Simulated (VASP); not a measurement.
# Mo (Im-3m) in VASP: notebook, part 2 of 2

VASP 6.6.1. The steps go on from the part before.

### 3 Single point, PBE

File INCAR:

```
SYSTEM = Mo
PREC = Accurate
ENCUT = 520
EDIFF = 1E-7
ISMEAR = 0
SIGMA = 0.1
LREAL = .FALSE.
LASPH = .TRUE.
NELM = 80
ALGO = Normal
ISIF = 2
LWAVE = .FALSE.
LCHARG = .FALSE.
GGA = PE
```

File KPOINTS:

```
regular mesh
0
G
  6 6 6
  0 0 0
```

File POSCAR:

```
Mo
1.0
   -1.5734150000      1.5734150000      1.5734150000
    1.5734150000     -1.5734150000      1.5734150000
    1.5734150000      1.5734150000     -1.5734150000
Mo
1
Direct
    0.0000000000      0.0000000000      0.0000000000
```

Potentials or basis: VASP PAW PBE potentials, release 64 (Mo_sv).

Launch:

```sh
$ cat potpaw_PBE.64/Mo_sv/POTCAR > POTCAR
$ mpirun -np 1 vasp_std > vasp.out
```

OUTCAR:

```text
SYSTEM = Mo
   PREC = Accurate
   ENCUT = 520
   EDIFF = 1E-7
   ISMEAR = 0
   LREAL = .FALSE.
   LASPH = .TRUE.
   NELM = 80
   ISIF = 2
   GGA = PE

 ion  position               nearest neighbor table
   1  0.000  0.000  0.000-

  LATTYP: Found a body centered cubic cell.
 ALAT       =     3.1468300000

  Lattice vectors:

 A1 = (  -1.5734150000,   1.5734150000,   1.5734150000)
 A2 = (   1.5734150000,  -1.5734150000,   1.5734150000)
 A3 = (   1.5734150000,   1.5734150000,  -1.5734150000)

Analysis of symmetry for initial positions (statically):
=====================================================================
 Subroutine PRICEL returns:
 Original cell was already a primitive cell.

 Routine SETGRP: Setting up the symmetry group for a
 body centered cubic supercell.

 Subroutine GETGRP returns: Found 48 space group operations
 (whereof 48 operations were pure point group operations)
 out of a pool of 48 trial point group operations.

The static configuration has the point symmetry O_h .

Analysis of symmetry for dynamics (positions and initial velocities):
=====================================================================
 Subroutine PRICEL returns:
 Original cell was already a primitive cell.

 Routine SETGRP: Setting up the symmetry group for a
 body centered cubic supercell.

 Subroutine GETGRP returns: Found 48 space group operations
 (whereof 48 operations were pure point group operations)
 out of a pool of 48 trial point group operations.

The dynamic configuration has the point symmetry O_h .

 Subroutine INISYM returns: Found 48 space group operations
 (whereof 48 operations are pure point group operations),
 and found     1 'primitive' translations

----------------------------------------------------------------------------------------

                                     Primitive cell

  volume of cell :      15.5808

  direct lattice vectors                    reciprocal lattice vectors
    -1.573415000  1.573415000  1.573415000     0.000000000  0.317780115  0.317780115
     1.573415000 -1.573415000  1.573415000     0.317780115  0.000000000  0.317780115
     1.573415000  1.573415000 -1.573415000     0.317780115  0.317780115  0.000000000

  length of vectors
     2.725234721  2.725234721  2.725234721     0.449408949  0.449408949  0.449408949

  position of ions in fractional coordinates (direct lattice)
     0.000000000  0.000000000  0.000000000

  ion indices of the primitive-cell ions
   primitive index   ion index
                 1           1

----------------------------------------------------------------------------------------

 KPOINTS: regular mesh

Automatic generation of k-mesh.
 Grid dimensions read from file:
 generate k-points for:    6    6    6

 Generating k-lattice:

  Cartesian coordinates                     Fractional coordinates (reciprocal lattice)
     0.000000000  0.052963353  0.052963353     0.166666667  0.000000000  0.000000000
     0.052963353  0.000000000  0.052963353     0.000000000  0.166666667  0.000000000
     0.052963353  0.052963353  0.000000000     0.000000000  0.000000000  0.166666667

  Length of vectors
     0.074901491  0.074901491  0.074901491

  Shift w.r.t. Gamma in fractional coordinates (k-lattice)
     0.000000000  0.000000000  0.000000000

 Subroutine IBZKPT returns following result:
 ===========================================

 Found     16 irreducible k-points:

 Following reciprocal coordinates:
            Coordinates               Weight
  0.000000  0.000000  0.000000      1.000000
  0.166667  0.000000  0.000000     12.000000
  0.333333  0.000000  0.000000     12.000000
  0.500000  0.000000  0.000000      6.000000
  0.166667  0.166667  0.000000     24.000000
  0.333333  0.166667  0.000000     48.000000
[... 8 lines left out ...]
  0.500000  0.500000  0.333333     12.000000
  0.500000  0.500000  0.500000      1.000000
   k-points           NKPTS =     16   k-points in BZ     NKDIM =     16   number of bands    NBANDS=     11
   number of dos      NEDOS =    301   number of ions     NIONS =      1
   total plane-waves  NPLWV =   8000
   dimension x,y,z NGX =    20 NGY =   20 NGZ =   20
   dimension x,y,z NGXF=    40 NGYF=   40 NGZF=   40
   ions per type =               1
   NGX,Y,Z   is equivalent  to a cutoff of  12.20, 12.20, 12.20 a.u.
   NGXF,Y,Z  is equivalent  to a cutoff of  24.40, 24.40, 24.40 a.u.
 SYSTEM =  Mo
   PREC   = accura    normal or accurate (medium, high low for compatibility)
   ISTART =      0    job   : 0-new  1-cont  2-samecut
   ICHARG =      2    charge: 1-file 2-atom 10-const
   ISPIN  =      1    spin polarized calculation?
   LNONCOLLINEAR =      F non collinear calculations
   LSORBIT =      F    spin-orbit coupling
   LASPH  =      T    aspherical Exc in radial PAW
   ENCUT  =  520.0 eV  38.22 Ry    6.18 a.u.   5.07  5.07  5.07*2*pi/ulx,y,z
   NELM   =     80;   NELMIN=  2; NELMDL= -5     # of ELM steps
   EDIFF  = 0.1E-06   stopping-criterion for ELM
   LREAL  =      F    real-space projection
   EDIFFG = 0.1E-05   stopping-criterion for IOM
   NSW    =      0    number of steps for IOM
   IBRION =     -1    ionic relax: 0-MD 1-quasi-New 2-CG
   NFREE  =      0    steps in history (QN), initial steepest desc. (CG)
   ISIF   =      2    stress and relaxation
   ISYM   =      2    0-nonsym 1-usesym 2-fastsym
   POTIM  = 0.5000    time-step for ionic-motion
   TEBEG  =    0.0;   TEEND  =   0.0 temperature during run
   PSTRESS=    0.0 pullay stress
   NELECT =      14.0000    total number of electrons
   NUPDOWN=      -1.0000    fix difference up-down
   EMIN   =  10.00;   EMAX   =-10.00  energy-range for DOS
   EFERMI =   0.00;   METHOD = LEGACY
   ISMEAR =     0;   SIGMA  =   0.10  broadening in eV -4-tet -1-fermi 0-gaus
   EFERMI_NEDOS =   21; number of points for ismear=-14 and -15
   IALGO  =     38    algorithm
   IMIX   =      4    mixing-type and parameters
     AMIX     =   0.40;   BMIX     =  1.00
     AMIX_MAG =   1.60;   BMIX_MAG =  1.00
  volume/ion in A,a.u.               =      15.58       105.14
  Fermi-wavevector in a.u.,A,eV,Ry     =   1.579747  2.985289 33.954710  2.495601
  Thomas-Fermi vector in A             =   2.680079
   LORBIT       =      0    0 simple, 1 ext, 2 COOP (PROOUT), +10 PAW based schemes
   GGA     = PE    functional components
   LHFCALC =     F    Hartree Fock is set to
   AEXX    =    0.0000 exact exchange contribution
   IVDW    =     0    specifies the selected vdW correction
   LEPSILON=     F    determine dielectric tensor
   LRPA    =     F    only Hartree local field effects (RPA)
 non-spin polarized calculation
 Gauss-broadening in eV      SIGMA  =   0.10
  energy-cutoff  :      520.00
  volume of cell :       15.58
 maximum number of plane-waves:       430
   NGX = 11   NGY = 11   NGZ = 11

 number of electron      14.0000001 magnetization

 Free energy of the ion-electron system (eV)
  ---------------------------------------------------
  ext. energy  EPLUGINS =         0.00000000
  ---------------------------------------------------
  free energy    TOTEN  =       -10.99746032 eV

  energy without entropy =      -10.99739023  energy(sigma->0) =      -10.99742527

 E-fermi :  12.6054     XC(G=0): -13.4117

 val. band max:       12.3925345383   @ k =   0.1667   0.0000   0.0000
 cond. band min:      12.8325410392   @ k =  -0.3333   0.3333   0.1667
 fundamental gap:      0.4400065010
 Fermi energy:        12.6053766760

 k-point     1 :       0.0000    0.0000    0.0000
  band No.  band energies     occupation
      1     -48.6543      2.00000
      2     -21.9116      2.00000
      3     -21.9116      2.00000
      4     -21.9116      2.00000
      5       5.3992      2.00000
      6      11.2654      2.00000
      7      11.2654      2.00000
      8      11.2654      2.00000
      9      14.3036      0.00000
     10      14.3036      0.00000
     11      27.4856      0.00000
[... 197 lines left out ...]
 k-point    16 :       0.5000    0.5000    0.5000
  band No.  band energies     occupation
      1     -48.1980      2.00000
      2     -22.8853      2.00000
      3     -22.8853      2.00000
      4     -22.8853      2.00000
      5       7.1776      2.00000
      6       7.1776      2.00000
      7      16.6315      0.00000
      8      16.6315      0.00000
      9      16.6315      0.00000
     10      21.7334      0.00000
     11      21.7334      0.00000

------------------------ aborting loop because EDIFF is reached ----------------------------------------

  FORCE on cell =-STRESS in cart. coord.  units (eV):
  Direction    XX          YY          ZZ          XY          YZ          ZX
  --------------------------------------------------------------------------------------
  -------------------------------------------------------------------------------------
  Total        0.3634950      0.3634950      0.3634950     -0.0000000      0.0000000      0.0000000
  in kB       37.3782725     37.3782725     37.3782725     -0.0000000      0.0000000      0.0000000
  external PRESSURE =      37.3782725 kB  Pullay stress =       0.0000000 kB

 VOLUME and BASIS-vectors are now :
 -----------------------------------------------------------------------------
  energy-cutoff  :      520.00
  volume of cell :       15.58
      direct lattice vectors                 reciprocal lattice vectors
    -1.573415000  1.573415000  1.573415000     0.000000000  0.317780115  0.317780115
     1.573415000 -1.573415000  1.573415000     0.317780115  0.000000000  0.317780115
     1.573415000  1.573415000 -1.573415000     0.317780115  0.317780115  0.000000000

 POSITION                                       TOTAL-FORCE (eV/Angst)
 -----------------------------------------------------------------------------------
      0.00000      0.00000      0.00000         0.000000      0.000000      0.000000
 -----------------------------------------------------------------------------------
    total drift:                                0.000000     -0.000000      0.000000

  FREE ENERGIE OF THE ION-ELECTRON SYSTEM (eV)
  ---------------------------------------------------
  free  energy   TOTEN  =       -10.9974603174 eV

  energy  without entropy=      -10.9973902270  energy(sigma->0) =      -10.99742527
```

OSZICAR:

```text
N       E                     dE             d eps       ncg     rms          rms(c)
DAV:   1     0.890957504870E+02    0.89096E+02   -0.82605E+03   352   0.131E+03
DAV:   2    -0.102822912689E+02   -0.99378E+02   -0.96218E+02   391   0.343E+02
DAV:   3    -0.116453395256E+02   -0.13630E+01   -0.13508E+01   394   0.395E+01
DAV:   4    -0.116491760649E+02   -0.38365E-02   -0.38363E-02   391   0.246E+00
DAV:   5    -0.116491951097E+02   -0.19045E-04   -0.19046E-04   412   0.172E-01    0.148E+01
DAV:   6    -0.110866256476E+02    0.56257E+00   -0.98950E-01   367   0.121E+01    0.412E+00
DAV:   7    -0.110014518634E+02    0.85174E-01   -0.23075E-01   385   0.547E+00    0.998E-01
DAV:   8    -0.109973929418E+02    0.40589E-02   -0.43510E-03   367   0.926E-01    0.202E-01
DAV:   9    -0.109974486866E+02   -0.55745E-04   -0.11560E-04   401   0.148E-01    0.835E-02
DAV:  10    -0.109974603673E+02   -0.11681E-04   -0.13301E-05   382   0.490E-02    0.101E-02
DAV:  11    -0.109974605265E+02   -0.15917E-06   -0.26269E-07   386   0.525E-03    0.195E-03
DAV:  12    -0.109974603040E+02    0.22246E-06   -0.11871E-08   203   0.134E-03    0.104E-04
DAV:  13    -0.109974603174E+02   -0.13327E-07   -0.62817E-10   212   0.357E-04
   1 F= -.10997460E+02 E0= -.10997425E+02  d E =-.700904E-04
```

stdout:

```text
POSCAR found type information on POSCAR Mo
 POSCAR found :  1 types and       1 ions
 scaLAPACK will be used
 LDA part: xc-table for (Slater+PW92), standard interpolation
 POSCAR, INCAR and KPOINTS ok, starting setup
 FFT: planning ... GRIDC
 FFT: planning ... GRID_SOFT
 FFT: planning ... GRID
 WAVECAR not read
 entering main loop
```

Wall time 2.8 s (1 thread of AMD EPYC 9R45 (Zen 5), shared host); peak memory 0.09 GiB.

What came out:

| Property | Result |
| --- | --- |
| Free energy | -10.9975 eV |
| Pressure | 3.7 GPa |
| Band gap on the k mesh | none (metal or under the smearing width) |

Levels at points of the mesh, in eV from the Fermi level:
| k point | band 3 | band 4 | band 5 | band 6 | band 7 | band 8 | band 9 | band 10 | band 11 |
| --- | --- | --- | --- | --- | --- | --- | --- | --- | --- |
| (0.00, 0.00, 0.00) | -34.52 | -34.52 | -7.21 | -1.34 | -1.34 | -1.34 | 1.70 | 1.70 | 14.88 |
| (0.50, 0.00, 0.00) | -34.97 | -34.53 | -5.31 | -3.39 | 1.68 | 1.73 | 2.36 | 4.79 | 11.73 |
| (0.50, 0.50, 0.50) | -35.49 | -35.49 | -5.43 | -5.43 | 4.03 | 4.03 | 4.03 | 9.13 | 9.13 |

Caveat: the k mesh is coarse (spacing up to 0.47 Å⁻¹), so the values aren't converged.
